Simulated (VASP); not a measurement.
# TiN in VASP: further runs

The runs below take TiN through single point, relaxation of the atoms, with PBE.

All numbers are computed with VASP 6.6.1; they aren't measurements. Logs are shortened: lines on timing, memory, paths and dates and some standing lists are left out, and cuts for length are marked.

## (1) The slab as given

The cell holds a slab with vacuum, 6 atoms: a = 3.004 Å, b = 3.004 Å, c = 19.249 Å, α = 90.00°, β = 90.00°, γ = 90.00°.

## (2) Single point, PBE

INCAR

```
PREC = Accurate
ENCUT = 520
EDIFF = 1E-7
ISMEAR = 1
SIGMA = 0.1
LREAL = F
LASPH = T
NELM = 80
ALGO = Normal
ISIF = 2
LWAVE = F
LCHARG = F
LDIPOL = T
IDIPOL = 3
DIPOL = 0.5 0.5 0.500
GGA = PE
LVHAR = T
LVACPOTAV = T
ICORELEVEL = 1
KPAR = 4
```

KPOINTS

```
Automatic mesh
0
Gamma
  13 13 1
```

POSCAR

```
TiN
1.0
    3.0042124600      0.0000000000      0.0000000000
    0.0000000000      3.0042124600      0.0000000000
    0.0000000000      0.0000000000     19.2485980000
Ti N
3 3
Direct
    0.5000000000      0.5000000000      0.3896387700
    0.0000000000      0.0000000000      0.5000000000
    0.5000000000      0.5000000000      0.6103612300
    0.0000000000      0.0000000000      0.3896387700
    0.5000000000      0.5000000000      0.5000000000
    0.0000000000      0.0000000000      0.6103612300
```

Potentials or basis: VASP PAW PBE potentials, release 64 (Ti_sv, N).

Launch:

```
$ cat potpaw_PBE.64/Ti_sv/POTCAR potpaw_PBE.64/N/POTCAR > POTCAR
$ mpirun -np 4 vasp_std > vasp.out
```

OUTCAR:

```text
PREC = Accurate
   ENCUT = 520
   EDIFF = 1E-7
   ISMEAR = 1
   LREAL = F
   LASPH = T
   NELM = 80
   ISIF = 2
   GGA = PE

 ion  position               nearest neighbor table
   1  0.500  0.500  0.390-   5 2.12   4 2.12   4 2.12   4 2.12   4 2.12
   2  0.000  0.000  0.500-   4 2.12   6 2.12   5 2.12   5 2.12   5 2.12   5 2.12
   3  0.500  0.500  0.610-   5 2.12   6 2.12   6 2.12   6 2.12   6 2.12
   4  0.000  0.000  0.390-   2 2.12   1 2.12   1 2.12   1 2.12   1 2.12
   5  0.500  0.500  0.500-   1 2.12   3 2.12   2 2.12   2 2.12   2 2.12   2 2.12
   6  0.000  0.000  0.610-   2 2.12   3 2.12   3 2.12   3 2.12   3 2.12

  LATTYP: Found a simple tetragonal cell.
 ALAT       =     3.0042124600
 C/A-ratio  =     6.4072026384

  Lattice vectors:

 A1 = (   3.0042124600,   0.0000000000,   0.0000000000)
 A2 = (   0.0000000000,   3.0042124600,   0.0000000000)
 A3 = (   0.0000000000,   0.0000000000,  19.2485980000)

Analysis of symmetry for initial positions (statically):
=====================================================================
 Subroutine PRICEL returns:
 Original cell was already a primitive cell.

 Routine SETGRP: Setting up the symmetry group for a
 simple tetragonal supercell.

 Subroutine GETGRP returns: Found 16 space group operations
 (whereof 16 operations were pure point group operations)
 out of a pool of 16 trial point group operations.

The static configuration has the point symmetry D_4h.

Analysis of symmetry for dynamics (positions and initial velocities):
=====================================================================
 Subroutine PRICEL returns:
 Original cell was already a primitive cell.

 Routine SETGRP: Setting up the symmetry group for a
 simple tetragonal supercell.

 Subroutine GETGRP returns: Found 16 space group operations
 (whereof 16 operations were pure point group operations)
 out of a pool of 16 trial point group operations.

The dynamic configuration has the point symmetry D_4h.

 Subroutine INISYM returns: Found 16 space group operations
 (whereof 16 operations are pure point group operations),
 and found     1 'primitive' translations

----------------------------------------------------------------------------------------

                                     Primitive cell

  volume of cell :     173.7242

  direct lattice vectors                    reciprocal lattice vectors
     3.004212460  0.000000000  0.000000000     0.332865939  0.000000000  0.000000000
     0.000000000  3.004212460  0.000000000     0.000000000  0.332865939  0.000000000
     0.000000000  0.000000000 19.248598000     0.000000000  0.000000000  0.051951836

  length of vectors
     3.004212460  3.004212460 19.248598000     0.332865939  0.332865939  0.051951836

  position of ions in fractional coordinates (direct lattice)
     0.500000000  0.500000000  0.389638770
     0.000000000  0.000000000  0.500000000
     0.500000000  0.500000000  0.610361230
     0.000000000  0.000000000  0.389638770
     0.500000000  0.500000000  0.500000000
     0.000000000  0.000000000  0.610361230

  ion indices of the primitive-cell ions
   primitive index   ion index
                 1           1
                 2           2
                 3           3
                 4           4
                 5           5
                 6           6

----------------------------------------------------------------------------------------

 KPOINTS: Automatic mesh

Automatic generation of k-mesh.
 Grid dimensions read from file:
 generate k-points for:   13   13    1

 Generating k-lattice:

  Cartesian coordinates                     Fractional coordinates (reciprocal lattice)
     0.025605072  0.000000000  0.000000000     0.076923077  0.000000000  0.000000000
     0.000000000  0.025605072  0.000000000     0.000000000  0.076923077  0.000000000
     0.000000000  0.000000000  0.051951836     0.000000000  0.000000000  1.000000000

  Length of vectors
     0.025605072  0.025605072  0.051951836

  Shift w.r.t. Gamma in fractional coordinates (k-lattice)
     0.000000000  0.000000000  0.000000000

 Subroutine IBZKPT returns following result:
 ===========================================

 Found     28 irreducible k-points:

 Following reciprocal coordinates:
            Coordinates               Weight
  0.000000  0.000000  0.000000      1.000000
  0.076923  0.000000  0.000000      4.000000
  0.153846  0.000000  0.000000      4.000000
  0.230769  0.000000  0.000000      4.000000
  0.307692  0.000000  0.000000      4.000000
  0.384615  0.000000  0.000000      4.000000
[... 16 lines left out ...]
  0.307692  0.307692  0.000000      4.000000
  0.384615  0.307692  0.000000      8.000000
 [... further k-points ...]
   k-points           NKPTS =     28   k-points in BZ     NKDIM =     28   number of bands    NBANDS=     30
   number of dos      NEDOS =    301   number of ions     NIONS =      6
   total plane-waves  NPLWV =  82944
   dimension x,y,z NGX =    24 NGY =   24 NGZ =  144
   dimension x,y,z NGXF=    48 NGYF=   48 NGZF=  288
   ions per type =               3   3
   NGX,Y,Z   is equivalent  to a cutoff of  13.28, 13.28, 12.44 a.u.
   NGXF,Y,Z  is equivalent  to a cutoff of  26.56, 26.56, 24.87 a.u.
 SYSTEM =  unknown system
   PREC   = accura    normal or accurate (medium, high low for compatibility)
   ISTART =      0    job   : 0-new  1-cont  2-samecut
   ICHARG =      2    charge: 1-file 2-atom 10-const
   ISPIN  =      1    spin polarized calculation?
   LNONCOLLINEAR =      F non collinear calculations
   LSORBIT =      F    spin-orbit coupling
   LASPH  =      T    aspherical Exc in radial PAW
   ENCUT  =  520.0 eV  38.22 Ry    6.18 a.u.   5.59  5.59 35.79*2*pi/ulx,y,z
   NELM   =     80;   NELMIN=  2; NELMDL= -5     # of ELM steps
   EDIFF  = 0.1E-06   stopping-criterion for ELM
   LREAL  =      F    real-space projection
   EDIFFG = 0.1E-05   stopping-criterion for IOM
   NSW    =      0    number of steps for IOM
   IBRION =     -1    ionic relax: 0-MD 1-quasi-New 2-CG
   NFREE  =      0    steps in history (QN), initial steepest desc. (CG)
   ISIF   =      2    stress and relaxation
   ISYM   =      2    0-nonsym 1-usesym 2-fastsym
   POTIM  = 0.5000    time-step for ionic-motion
   TEBEG  =    0.0;   TEEND  =   0.0 temperature during run
   PSTRESS=    0.0 pullay stress
   NELECT =      51.0000    total number of electrons
   NUPDOWN=      -1.0000    fix difference up-down
   EMIN   =  10.00;   EMAX   =-10.00  energy-range for DOS
   EFERMI =   0.00;   METHOD = LEGACY
   ISMEAR =     1;   SIGMA  =   0.10  broadening in eV -4-tet -1-fermi 0-gaus
   EFERMI_NEDOS =   21; number of points for ismear=-14 and -15
   IALGO  =     38    algorithm
   IMIX   =      4    mixing-type and parameters
     AMIX     =   0.40;   BMIX     =  1.00
     AMIX_MAG =   1.60;   BMIX_MAG =  1.00
  volume/ion in A,a.u.               =      28.95       195.39
  Fermi-wavevector in a.u.,A,eV,Ry     =   1.088040  2.056097 16.106992  1.183830
  Thomas-Fermi vector in A             =   2.224212
   LORBIT       =      0    0 simple, 1 ext, 2 COOP (PROOUT), +10 PAW based schemes
   GGA     = PE    functional components
   LHFCALC =     F    Hartree Fock is set to
   AEXX    =    0.0000 exact exchange contribution
   IVDW    =     0    specifies the selected vdW correction
   LEPSILON=     F    determine dielectric tensor
   LRPA    =     F    only Hartree local field effects (RPA)
 non-spin polarized calculation
 Methfessel and Paxton  Order N= 1 SIGMA  =   0.10
  energy-cutoff  :      520.00
  volume of cell :      173.72
 maximum number of plane-waves:      4719
 NGX is ok and might be reduce to    24
   NGX = 11   NGY = 11   NGZ = 71

 number of electron      50.9999993 magnetization

 dipolmoment           0.000000      0.000000      0.000000 electrons x Angstroem

 Free energy of the ion-electron system (eV)
  ---------------------------------------------------
  ext. energy  EPLUGINS =         0.00000000
  ---------------------------------------------------
  free energy    TOTEN  =       -57.13388234 eV

  energy without entropy =      -57.13606647  energy(sigma->0) =      -57.13461038

 the core state eigenenergies are
   1-  1s  -4862.0253  2s   -530.6894  2p   -437.9751
   2-  1s  -4861.5313  2s   -530.2796  2p   -437.5560
   3-  1s  -4862.0253  2s   -530.6894  2p   -437.9751
   4-  1s   -375.3079
   5-  1s   -375.8671
   6-  1s   -375.3079

 E-fermi :   2.0005     XC(G=0):  -5.3890

 val. band max:        1.9973850638   @ k =   0.1538   0.1538   0.0000
 cond. band min:       2.0045863500   @ k =   0.1538   0.0000   0.0000
 fundamental gap:      0.0072012862
 Fermi energy:         2.0005228046

 k-point     1 :       0.0000    0.0000    0.0000
  band No.  band energies     occupation
      1     -56.0614      2.00000
      2     -56.0548      2.00000
      3     -55.7620      2.00000
      4     -32.5231      2.00000
      5     -32.4663      2.00000
      6     -32.1412      2.00000
[... 22 lines left out ...]
     29       2.1214     -0.07083
     30       2.1214     -0.07083

 k-point     2 :       0.0769    0.0000    0.0000
  band No.  band energies     occupation
      1     -56.0593      2.00000
      2     -56.0531      2.00000
      3     -55.7605      2.00000
      4     -32.5187      2.00000
      5     -32.4689      2.00000
      6     -32.1584      2.00000
[... 22 lines left out ...]
     29       2.0853     -0.00269
     30       2.1042     -0.05704

 k-point     3 :       0.1538    0.0000    0.0000
  band No.  band energies     occupation
      1     -56.0534      2.00000
      2     -56.0482      2.00000
      3     -55.7564      2.00000
      4     -32.5064      2.00000
      5     -32.4779      2.00000
      6     -32.2124      2.00000
[... 22 lines left out ...]
     29       2.1125     -0.06702
     30       2.1146     -0.06849

 k-point     4 :       0.2308    0.0000    0.0000
  band No.  band energies     occupation
      1     -56.0451      2.00000
      2     -56.0413      2.00000
      3     -55.7507      2.00000
      4     -32.4954      2.00000
      5     -32.4893      2.00000
      6     -32.2979      2.00000
[... 22 lines left out ...]
     29       2.2640     -0.00124
     30       2.5518     -0.00000

 k-point     5 :       0.3077    0.0000    0.0000
  band No.  band energies     occupation
      1     -56.0363      2.00000
      2     -56.0340      2.00000
      3     -55.7445      2.00000
      4     -32.5214      2.00000
      5     -32.4740      2.00000
      6     -32.3787      2.00000
[... 22 lines left out ...]
     29       2.7636     -0.00000
     30       3.1682     -0.00000
[... 526 lines left out ...]
     29       3.3406     -0.00000
     30       3.6217     -0.00000

 k-point    22 :       0.4615    0.2308    0.0000
  band No.  band energies     occupation
      1     -56.0118      2.00000
      2     -56.0115      2.00000
      3     -55.7230      2.00000
      4     -32.5110      2.00000
      5     -32.4477      2.00000
      6     -32.4202      2.00000
[... 22 lines left out ...]
     29       3.2230     -0.00000
     30       3.7312     -0.00000

 k-point    23 :       0.3077    0.3077    0.0000
  band No.  band energies     occupation
      1     -56.0146      2.00000
      2     -56.0138      2.00000
      3     -55.7247      2.00000
      4     -32.4786      2.00000
      5     -32.4279      2.00000
      6     -32.3401      2.00000
[... 22 lines left out ...]
     29       3.3887     -0.00000
     30       3.6814     -0.00000

 k-point    24 :       0.3846    0.3077    0.0000
  band No.  band energies     occupation
      1     -56.0083      2.00000
      2     -56.0079      2.00000
      3     -55.7189      2.00000
      4     -32.4758      2.00000
      5     -32.4167      2.00000
      6     -32.3841      2.00000
[... 22 lines left out ...]
     29       3.2380     -0.00000
     30       3.7837     -0.00000

 [... further k-points ...]

------------------------ aborting loop because EDIFF is reached ----------------------------------------

  FORCE on cell =-STRESS in cart. coord.  units (eV):
  Direction    XX          YY          ZZ          XY          YZ          ZX
  --------------------------------------------------------------------------------------
  -------------------------------------------------------------------------------------
  Total       -5.1347395     -5.1347395     -3.2490061      0.0000000      0.0000000      0.0000000
  in kB      -47.3553023    -47.3553023    -29.9640645      0.0000000      0.0000000      0.0000000
  external PRESSURE =     -41.5582230 kB  Pullay stress =       0.0000000 kB

 VOLUME and BASIS-vectors are now :
 -----------------------------------------------------------------------------
  energy-cutoff  :      520.00
  volume of cell :      173.72
      direct lattice vectors                 reciprocal lattice vectors
     3.004212460  0.000000000  0.000000000     0.332865939  0.000000000  0.000000000
     0.000000000  3.004212460  0.000000000     0.000000000  0.332865939  0.000000000
     0.000000000  0.000000000 19.248598000     0.000000000  0.000000000  0.051951836

 POSITION                                       TOTAL-FORCE (eV/Angst)
 -----------------------------------------------------------------------------------
      1.50211      1.50211      7.50000         0.000000      0.000000      1.887370
      0.00000      0.00000      9.62430        -0.000000     -0.000000     -0.000000
      1.50211      1.50211     11.74860         0.000000     -0.000000     -1.887370
      0.00000      0.00000      7.50000        -0.000000     -0.000000     -1.134200
      1.50211      1.50211      9.62430        -0.000000     -0.000000     -0.000000
      0.00000      0.00000     11.74860        -0.000000     -0.000000      1.134200
 -----------------------------------------------------------------------------------
    total drift:                                0.000000     -0.000000      0.000000

  FREE ENERGIE OF THE ION-ELECTRON SYSTEM (eV)
  ---------------------------------------------------
  free  energy   TOTEN  =       -57.1338823402 eV

  energy  without entropy=      -57.1360664680  energy(sigma->0) =      -57.13461038

 vacuum level on the upper side and lower side of the slab         4.764         4.764
```

It took 30 s on 4 MPI ranks of Intel Xeon 6975P-C (Granite Rapids), shared host; peak memory 0.35 GiB.

Results:

| Property | Result |
| --- | --- |
| Free energy | -57.1339 eV |
| Largest force | 1.887 eV/Å |
| Band gap on the k mesh | none (metal or under the smearing width) |
| Work function of the upper face | 2.76 eV |
| Work function of the lower face | 2.76 eV |

Forces in eV/Å, atoms in the order of the input:
```
Ti   0.000  0.000  1.887
Ti   0.000  0.000  0.000
Ti   0.000  0.000 -1.887
N    0.000  0.000 -1.134
N    0.000  0.000  0.000
N    0.000  0.000  1.134
```

Core levels (eV, on the scale of the bands):
| atom | levels |
| --- | --- |
| 1 Ti | 1s -4862.0, 2s -530.7, 2p -438.0 |
| 2 Ti | 1s -4861.5, 2s -530.3, 2p -437.6 |
| 3 Ti | 1s -4862.0, 2s -530.7, 2p -438.0 |
| 4 N | 1s -375.3 |
| 5 N | 1s -375.9 |
| 6 N | 1s -375.3 |

[end of part 1 of 2]
